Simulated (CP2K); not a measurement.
Ba: band structure with PBE

Ba:

```xyz
1
Lattice="4.3414 0.0000 0.0000 -1.4471 4.0931 0.0000 -1.4471 -2.0465 3.6156" Properties=species:S:1:pos:R:3 pbc="T T T"
Ba    0.0000    0.0000    0.0000
```

The cell isn't the ideal one: strain_c = 0.02.

| Quantity | Value |
| --- | --- |
| Program | CP2K 2026.2 |
| Task | band structure |
| Functional | PBE |
| Potentials or basis | POTENTIAL_UZH Ba GTH-PBE-q10; TZVP-MOLOPT-PBE-GTH basis |
| Density cutoff | 6123 eV |
| k mesh | 8 × 8 × 8 |
| Occupations | fermi-dirac, width 0.05 eV |
| Spin | no spin polarisation |
| SCF solver | diagonalisation with k points |
| Quickstep method | GPW |
| EPS_DEFAULT | 1.0E-9 |
| EPS_SCF | 1.0E-6 |
| MAX_SCF | 100 |
| SCF_GUESS | ATOMIC |
| k points reduced by the point group | yes |
| Mesh centred on Gamma | yes |
| CHOLESKY | OFF |
| EPS_EIGVAL | 1.0E-7 |
| MIXING METHOD | BROYDEN_MIXING |
| MIXING ALPHA | 0.4 |
| NBUFFER | 8 |
| NGRIDS | 4 |
| Basis sets | Ba TZVP-MOLOPT-PBE-GTH-q10 |
| Potentials | Ba GTH-PBE-q10 of POTENTIAL_UZH |
| ADDED_MOS | [8] |
| Points a segment of the path (NPOINTS) | 6 |
| Bands added on the path | 4 |
| REL_CUTOFF (Ry) | 60 Ry |
| MIXING BETA (1/bohr) | 1.5 1/bohr |
| CUTOFF of the grids | 450 Ry |

```json
{
 "Pressure": "-0.1 GPa",
 "Band gap on the k mesh": "none (metal or under the smearing width)"
}
```

Stress tensor (GPa, compression positive):
```
 0.02 -0.07  0.00
-0.07 -0.03  0.00
 0.00  0.00 -0.36
```

Levels at the corners of the path, in eV from the Fermi level:
| point | band 1 | band 2 | band 3 | band 4 | band 5 | band 6 | band 7 | band 8 | band 9 | band 10 |
| --- | --- | --- | --- | --- | --- | --- | --- | --- | --- | --- |
| Γ | -28.92 | -13.92 | -13.91 | -13.91 | -2.72 | 1.76 | 1.77 | 1.91 | 3.19 | 3.27 |
| Y | -28.88 | -14.36 | -14.06 | -13.92 | -0.86 | 0.76 | 1.33 | 3.05 | 3.64 | 5.19 |
| T | -28.85 | -14.23 | -14.21 | -14.20 | -0.52 | -0.51 | 4.43 | 4.49 | 4.56 | 4.58 |
| Z | -28.88 | -14.34 | -14.04 | -13.91 | -0.89 | 0.73 | 1.19 | 3.18 | 3.79 | 5.08 |
| Γ | -28.92 | -13.92 | -13.91 | -13.91 | -2.72 | 1.76 | 1.77 | 1.91 | 3.19 | 3.27 |
| X | -28.85 | -14.23 | -14.21 | -14.20 | -0.52 | -0.51 | 4.39 | 4.47 | 4.58 | 4.60 |
| A1 | -28.88 | -14.14 | -14.13 | -14.12 | 0.49 | 0.56 | 0.58 | 3.68 | 3.80 | 3.86 |
| Y | -28.88 | -14.36 | -14.06 | -13.92 | -0.86 | 0.76 | 1.33 | 3.05 | 3.64 | 5.19 |
| T | -28.85 | -14.23 | -14.21 | -14.20 | -0.52 | -0.51 | 4.43 | 4.49 | 4.56 | 4.58 |
| X1 | -28.85 | -14.23 | -14.21 | -14.20 | -0.52 | -0.51 | 4.39 | 4.47 | 4.58 | 4.60 |
| X | -28.85 | -14.23 | -14.21 | -14.20 | -0.52 | -0.51 | 4.39 | 4.47 | 4.58 | 4.60 |
| A | -28.88 | -14.14 | -14.13 | -14.12 | 0.49 | 0.56 | 0.58 | 3.68 | 3.80 | 3.86 |
| Z | -28.88 | -14.34 | -14.04 | -13.91 | -0.89 | 0.73 | 1.19 | 3.18 | 3.79 | 5.08 |
| L | -28.88 | -14.35 | -14.05 | -13.92 | -0.87 | 0.68 | 1.29 | 3.19 | 3.76 | 5.14 |
| Γ | -28.92 | -13.92 | -13.91 | -13.91 | -2.72 | 1.76 | 1.77 | 1.91 | 3.19 | 3.27 |

It took 47 s on 1 thread of Arm Neoverse V1, on a shared host, peak memory 0.32 GiB.

Caveat: spin-orbit coupling is left out, which moves the levels of the heavy elements; the basis of atomic orbitals isn't converged, which shifts pressures, moduli and gaps.
